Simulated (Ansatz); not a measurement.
Working through a scan of the Hubbard U of KNbO3, space group P4mm

Computed with the Ansatz DFT code, driven from Python.

Run as a notebook:

In [1]:
```python
import warnings

import ansatz as az
import numpy as np
```

In [2]:
```python
FILLING = "Fixed"
MAX_SCF = 60
```

In [3]:
```python
def count_gap(report):
    # lowest empty less highest filled band, counting bands; zero where they overlap
    return max(report.get("gap_by_band_count_ev") or 0.0, 0.0)
```

In [4]:
```python
warnings.simplefilter("ignore", az.DeckWarning)

cell = (
    az.Lattice.from_parameters(3.996, 3.996, 4.063, alpha=90, beta=90, gamma=90)
    .space_group(99, hermann_mauguin="P4mm")
    .atom("K", (0.0, 0.0, 0.018))
    .atom("Nb", (0.5, 0.5, 0.5))
    .atom("O", (0.5, 0.5, 0.044))
    .atom("O", (0.5, 0.0, 0.54))
)
```

In [5]:
```python
[site.symbol for site in cell.resolved().sites]
```
Out [5]:
```text
['K', 'Nb', 'O', 'O', 'O']
```

In [6]:
```python
base = (
    cell.calculation()
    .functional(exchange="revpbe", correlation="lyp")
    .kpoints(3, center="gamma")  # the mesh must be finer for metals
    .occupations(FILLING)
    .scf(max_iterations=MAX_SCF)
    .band_table()  # levels at the mesh points
)
rows = []
for u in [0.0, 2.0, 4.0, 6.0]:
    data = base.hubbard("Nb", "d", u_eff=u).run().report
    shell = data["hubbard"]["n_scf"]
    rows.append((u, count_gap(data), sum(shell) / len(shell), data["n_iterations"]))
print("      U_eff eV  gap by band count eV  Nb d occupation (projector)      iterations")
for row in rows:
    print(f"{str(row[0]):>14s}  {row[1]:20.3f}  {row[2]:27.4f}  {row[3]:14d}")
print("eigenvalues of the first occupation matrix at the last U, by spin:")
for channel in data["hubbard"]["n_eig"][0]:
    print("  ", " ".join(f"{n:.3f}" for n in channel))
```
```text
      U_eff eV  gap by band count eV  Nb d occupation (projector)      iterations
           0.0                 2.009                       3.1454               9
           2.0                 2.219                       3.0686               9
           4.0                 2.462                       2.9852               9
           6.0                 2.744                       2.8942               9
eigenvalues of the first occupation matrix at the last U, by spin:
   0.242 0.265 0.265 0.336 0.340
```

From U = 0 to 6 eV the gap on the mesh goes from 2.01 eV to 2.74 eV.

Reading the output:
- No spin polarisation was allowed.
- Along an axis with an odd division the mesh misses the point at one half; a gap read on a finite mesh is an upper bound on this functional's gap.
- Semilocal gaps usually lie well under measured ones.
- U, its shell and the double counting are chosen to explore, and aren't derived for this compound.
- Under fixed occupations the level called the Fermi level is the highest filled one on the SCF mesh; off the mesh a filled band can lie a little above it.
- Energy and stress may still move on a finer k-point mesh.
- The starting cell is as deposited in a crystallographic database; the results hold for this polymorph, which needn't be the stable one.
- Gaps and levels are Kohn-Sham values on a finite set of k-points, without spin-orbit coupling.
- Shell occupations and the effect of U depend on the projectors; a run with no .spin step is spin-unpolarised, and each U may end in a state that isn't the lowest.
- Run time: 8.4 s on 1 thread of Intel(R) Xeon(R) Processor @ 2.30GHz, on a shared host, peak memory 0.48 GiB.
